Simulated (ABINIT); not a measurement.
FeO:

```xyz
2
Lattice="-1.6021 1.6021 2.0834 1.6021 -1.6021 2.0834 1.6021 1.6021 -2.0834" Properties=species:S:1:pos:R:3 pbc="T T T"
Fe    0.0000    0.0000    0.0000
O     0.0000    0.0000    2.0834
```

The cell comes from a database or a generator and needn't be the stable form of this composition.

- Program: ABINIT 10.8.3 (patched build)
- Task: relaxation of cell and atoms
- Functional: LDA
- Potentials or basis: PseudoDojo NC SR LDA v0.4.1 standard
- Cutoff: 1252 eV
- k mesh: 9 × 9 × 9
- Occupations: fermi-dirac, width 0.05 eV
- Spin: collinear spin, ferromagnetic start
- Starting moments: [3.0, 0.0] μB

At the start: pressure -22.9 GPa; volume 10.70 Å³/atom.

Task: How do energy, volume and symmetry change on relaxing?

Result: Over 8 steps the energy falls by 136.3 meV/atom and the volume is 9.17 Å³/atom (-14.2 %); space group Fm-3m (No. 225, to 0.05 Å); moment 3.96 μB per cell.

The path:
```
step  energy change (eV)  largest force (eV/Å)  pressure (GPa)  volume (Å³)
   1              0.0000                0.0000          -22.90        21.39
   2             -0.1689                0.0000          -13.32        19.93
   3             -0.2458                0.0000            2.15        18.18
   4             -0.2534                0.0000            1.07        18.25
   5             -0.2718                0.0000            1.32        18.22
   6             -0.2726                0.0000            0.23        18.32
   7             -0.2726                0.0000           -0.01        18.35
   8             -0.2726                0.0000            0.00        18.35
```

Final structure:
```yaml
crystal:
  lattice:
    - [-1.48023, 1.48023, 2.09331]
    - [1.48023, -1.48023, 2.09331]
    - [1.48023, 1.48023, -2.09331]
  atoms:
    - { symbol: Fe, position: [0.00000, 0.00000, 0.00000] }
    - { symbol: O, position: [0.50000, 0.50000, 0.00000] }
```

Caveat: a cell with one magnetic atom can't hold antiferromagnetic order, which such compounds often take.
